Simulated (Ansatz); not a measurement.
# HgS: energy and pressure over a range of volumes

Aim: scale the cell of HgS up and down at fixed shape and fractional positions, and get the equilibrium volume and bulk modulus with LAPW, PAW and all-electron datasets made for the crystal.

Program: Ansatz 0.2.0. Level of theory: DFT PBE, scalar-relativistic. These are calculated values, not measurements.

### 1 The system as given

The structure is cubic, space group F-43m (No. 216). Conventional cell: a = 5.858 Å, b = 5.858 Å, c = 5.858 Å, α = 90.00°, β = 90.00°, γ = 90.00°. Hg (site symmetry -43m) is surrounded by 4 S at 2.54 Å. Around S (site symmetry -43m) lie 4 Hg at 2.54 Å.

Structure file:

```xyz
2
Lattice="0.0000 2.9290 2.9290 2.9290 0.0000 2.9290 2.9290 2.9290 0.0000" Properties=species:S:1:pos:R:3 pbc="T T T"
Hg    0.0000    0.0000    0.0000
S     4.3935    4.3935    4.3935
```

Structure: COD 1011368, as refined from experiment and not relaxed.

Atoms are numbered in the order of the input: Hg1, S2.

### 2 Volume × 0.9405, LAPW

input.yaml

```yaml
crystal:
  lattice:
    - [0.0, 2.869716347, 2.869716347]
    - [2.869716347, 0.0, 2.869716347]
    - [2.869716347, 2.869716347, 0.0]
  atoms:
    - { symbol: Hg, position: [0.0, 0.0, 0.0] }
    - { symbol: S, position: [0.75, 0.75, 0.75] }
kpoints:
  mp_grid: { grid: [8, 8, 8] }
scf:
  occupations: { method: fermi_dirac, width: 0.02 }
hamiltonian:
  xc: pbe
  pseudopotentials: { kind: all_electron, lapw: { basis_error: 0.001 } }
output:
  forces: true
  stress: true
  eigenvalues: true
```

### 3 Volume × 0.9405, PAW

input.yaml: that of step 2 with these lines changed.

```diff
@@ -14,3 +14,3 @@
   xc: pbe
-  pseudopotentials: { kind: all_electron, lapw: { basis_error: 0.001 } }
+  pseudopotentials: { kind: paw }
 output:
@@ -19 +19,2 @@
   eigenvalues: true
+  efg: { contact_densities: true }
```

### 4 Volume × 0.9405, crystal datasets

input.yaml: that of step 3 with these lines changed.

```diff
@@ -14,3 +14,3 @@
   xc: pbe
-  pseudopotentials: { kind: paw }
+  pseudopotentials: { kind: all_electron, datasets: crystal }
 output:
```

### 5 Volume × 0.98, LAPW

input.yaml

```yaml
crystal:
  lattice:
    - [0.0, 2.9093416896, 2.9093416896]
    - [2.9093416896, 0.0, 2.9093416896]
    - [2.9093416896, 2.9093416896, 0.0]
  atoms:
    - { symbol: Hg, position: [0.0, 0.0, 0.0] }
    - { symbol: S, position: [0.75, 0.75, 0.75] }
kpoints:
  mp_grid: { grid: [8, 8, 8] }
scf:
  occupations: { method: fermi_dirac, width: 0.02 }
hamiltonian:
  xc: pbe
  pseudopotentials: { kind: all_electron, lapw: { basis_error: 0.001 } }
output:
  forces: true
  stress: true
  eigenvalues: true
```

### 6 Volume × 0.98, PAW

input.yaml: that of step 5 with these lines changed.

```diff
@@ -14,3 +14,3 @@
   xc: pbe
-  pseudopotentials: { kind: all_electron, lapw: { basis_error: 0.001 } }
+  pseudopotentials: { kind: paw }
 output:
@@ -19 +19,2 @@
   eigenvalues: true
+  efg: { contact_densities: true }
```

### 7 Volume × 1.02, LAPW

input.yaml

```yaml
crystal:
  lattice:
    - [0.0, 2.9483979163, 2.9483979163]
    - [2.9483979163, 0.0, 2.9483979163]
    - [2.9483979163, 2.9483979163, 0.0]
  atoms:
    - { symbol: Hg, position: [0.0, 0.0, 0.0] }
    - { symbol: S, position: [0.75, 0.75, 0.75] }
kpoints:
  mp_grid: { grid: [8, 8, 8] }
scf:
  occupations: { method: fermi_dirac, width: 0.02 }
hamiltonian:
  xc: pbe
  pseudopotentials: { kind: all_electron, lapw: { basis_error: 0.001 } }
output:
  forces: true
  stress: true
  eigenvalues: true
```

### 8 Volume × 1.02, PAW

input.yaml: that of step 7 with these lines changed.

```diff
@@ -14,3 +14,3 @@
   xc: pbe
-  pseudopotentials: { kind: all_electron, lapw: { basis_error: 0.001 } }
+  pseudopotentials: { kind: paw }
 output:
@@ -19 +19,2 @@
   eigenvalues: true
+  efg: { contact_densities: true }
```

### 9 Volume × 1.06, LAPW

input.yaml

```yaml
crystal:
  lattice:
    - [0.0, 2.9864459569, 2.9864459569]
    - [2.9864459569, 0.0, 2.9864459569]
    - [2.9864459569, 2.9864459569, 0.0]
  atoms:
    - { symbol: Hg, position: [0.0, 0.0, 0.0] }
    - { symbol: S, position: [0.75, 0.75, 0.75] }
kpoints:
  mp_grid: { grid: [8, 8, 8] }
scf:
  occupations: { method: fermi_dirac, width: 0.02 }
hamiltonian:
  xc: pbe
  pseudopotentials: { kind: all_electron, lapw: { basis_error: 0.001 } }
output:
  forces: true
  stress: true
  eigenvalues: true
```

### 10 Volume × 1.06, PAW

input.yaml: that of step 9 with these lines changed.

```diff
@@ -14,3 +14,3 @@
   xc: pbe
-  pseudopotentials: { kind: all_electron, lapw: { basis_error: 0.001 } }
+  pseudopotentials: { kind: paw }
 output:
@@ -19 +19,2 @@
   eigenvalues: true
+  efg: { contact_densities: true }
```

### 11 Volume × 1.06, crystal datasets

input.yaml: that of step 10 with these lines changed.

```diff
@@ -14,3 +14,3 @@
   xc: pbe
-  pseudopotentials: { kind: paw }
+  pseudopotentials: { kind: all_electron, datasets: crystal }
 output:
```

(Steps that only read results are left out.)

**Question.** What will these runs give?

**Answer**, as computed:

```
                        quantity     value
pressure at 23.63 Å³/atom (LAPW)  8.95 GPa
pressure at 26.64 Å³/atom (LAPW)  0.50 GPa
```

What this shows: Over this range the mean stiffness −dP/dlnV is 71 GPa by LAPW; the pressure keeps one sign, so equilibrium lies outside the range. No thermal or zero-point expansion is included. Spin-orbit coupling is left out, though the cell holds Hg; in elements this heavy it can shift bands and gaps by tenths of an eV.
